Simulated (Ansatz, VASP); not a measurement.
**Li: VASP beside Ansatz**

The input INCAR:

```
  PREC = Accurate
  ENCUT = 520
  EDIFF = 1E-6
  ISMEAR = 0
  SIGMA = 0.1
  LREAL = False
  LASPH = True
  NELM = 100
  ALGO = Normal
  ISIF = 2
  LWAVE = False
  LCHARG = True
  GGA = PE
  LELF = True
  LVHAR = True
  NBANDS = 10
```

Contents of KPOINTS:

```
Automatic mesh
0
Gamma
  6 6 4
```

The input POSCAR:

```
Li
1.0
    2.9953502277     -1.9009912883      0.0000000000
    2.9953502277      1.9009912883      0.0000000000
   -2.1787278341      0.0000000000      4.1556700721
Li
2
Direct
    0.0640000000      0.0640000000      0.1530000000
    0.9360000000      0.9360000000      0.8470000000
```

Input for Ansatz:

```yaml
crystal:
  lattice:
    - [2.9953502277, -1.9009912883, 0.0]
    - [2.9953502277, 1.9009912883, 0.0]
    - [-2.1787278341, 0.0, 4.1556700721]
  atoms:
    - { symbol: Li, position: [0.064, 0.064, 0.153] }
    - { symbol: Li, position: [0.936, 0.936, 0.847] }
basis:
  ecutwfc: 420
kpoints:
  mp_grid: { grid: [6, 6, 4] }
hamiltonian:
  xc: pbe
scf:
  occupations: { method: gaussian, width: 0.1 }
  lower_state_search: "off"
output:
  forces: true
  stress: true
  eigenvalues: true
```

Alike in both runs: task single point; functional PBE; k mesh 6 × 6 × 4; occupations gaussian, width 0.1 eV; no spin polarisation.

|  | VASP | Ansatz |
| --- | --- | --- |
| version | VASP 6.6.1 | Ansatz 0.2.0 |
| potentials or method | VASP PAW PBE potentials, release 64 (Li_sv) | scalar-relativistic, plane waves, PAW |
| plane-wave cutoff (eV) | 520 | 420 |
| valence electrons in the cell | 6 | 6 |

Ansatz gave:

| Property | Result |
| --- | --- |
| gap on the k mesh at the Fermi level (eV) | none |
| rms of the force components (eV/Å) | 4.112 |

Estimate VASP's values.

gap on the k mesh at the Fermi level (eV): none; rms of the force components (eV/Å): 4.343.

Atom by atom the forces differ by 0.231 eV/Å (rms over components). A gap of «none» marks a metal or a gap that the smearing closes.

Caveats: the k mesh is coarse (spacing up to 0.38 Å⁻¹), so the values aren't converged; forces of over 1 eV/Å show positions far from the minimum, so gaps and moduli don't describe the material at rest.
